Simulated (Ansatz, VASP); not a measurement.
# MoH4 in VASP and in Ansatz

The input INCAR:

```
SYSTEM = MoH4
  PREC = Accurate
  ENCUT = 600
  EDIFF = 1E-6
  ISMEAR = 0
  SIGMA = 0.1
  LREAL = .FALSE.
  LASPH = .TRUE.
  NELM = 100
  ALGO = Normal
  ISIF = 3
  LWAVE = .FALSE.
  LCHARG = .FALSE.
  GGA = PE
  IBRION = 2
  NSW = 90
  EDIFFG = -0.04
```

File KPOINTS:

```
regular mesh
0
G
  6 6 4
  0 0 0
```

File POSCAR:

```
MoH4
1.0
    2.9696202500      0.0000000000      0.0000000000
   -1.4848101300      2.5717665800      0.0000000000
    0.0000000000      0.0000000000      6.4143797500
H Mo
4 1
Direct
    0.3333333300      0.6666666700      0.2500000000
    0.3333333300      0.6666666700      0.7500000000
    0.6666666700      0.3333333300      0.2500000000
    0.6666666700      0.3333333300      0.7500000000
    0.0000000000      0.0000000000      0.0000000000
```

Input for Ansatz:

```yaml
crystal:
  lattice:
    - [2.96962025, 0.0, 0.0]
    - [-1.48481013, 2.57176658, 0.0]
    - [0.0, 0.0, 6.41437975]
  atoms:
    - { symbol: H, position: [0.33333333, 0.66666667, 0.25] }
    - { symbol: H, position: [0.33333333, 0.66666667, 0.75] }
    - { symbol: H, position: [0.66666667, 0.33333333, 0.25] }
    - { symbol: H, position: [0.66666667, 0.33333333, 0.75] }
    - { symbol: Mo, position: [0.0, 0.0, 0.0] }
basis:
  ecutwfc: 420
kpoints:
  mp_grid: { grid: [6, 6, 4] }
hamiltonian:
  xc: pbe
scf:
  occupations: { method: gaussian, width: 0.1 }
  lower_state_search: "off"
output:
  forces: true
  stress: true
  eigenvalues: true
relax:
  adjacent_minimum: "off"
  f_tol: 0.04
  max_steps: 70
  cell: { stress_tol: 0.4 }
```

Change from the starting cell: ordered vacancies on the cation sites of aluminium diboride (P6/mmm, No. 191).

Alike in both runs: task relaxation of cell and atoms; functional PBE; k mesh 6 × 6 × 4; occupations gaussian, width 0.1 eV; no spin polarisation.

```csv
,VASP,Ansatz
version,VASP 6.6.1,Ansatz 0.2.0
potentials or method,"VASP PAW PBE potentials, release 64 (H, Mo_sv)","scalar-relativistic, plane waves, PAW"
plane-wave cutoff (eV),600,420
valence electrons in the cell,18,18
```

```tsv
	VASP	Ansatz	Ansatz less VASP
gap on the k mesh at the Fermi level, each at its own relaxed structure (eV)	none	none	-
relaxed volume (Å³/atom)	7.26	8.02	+0.758
relaxed cell length with the largest relative difference (Å)	5.145	5.697	+0.5526
energy change over the relaxation (meV/atom)	-411	-413	-2.3
```

A gap of «none» marks a metal or a gap that the smearing closes. One of these differences is far larger than is usual between the two programs; its cause wasn't traced.

Caveats: the k mesh is coarse (spacing up to 0.41 Å⁻¹), so the values aren't converged; the volume moved by over 15 % at a fixed basis, so the end points are rough (VASP).
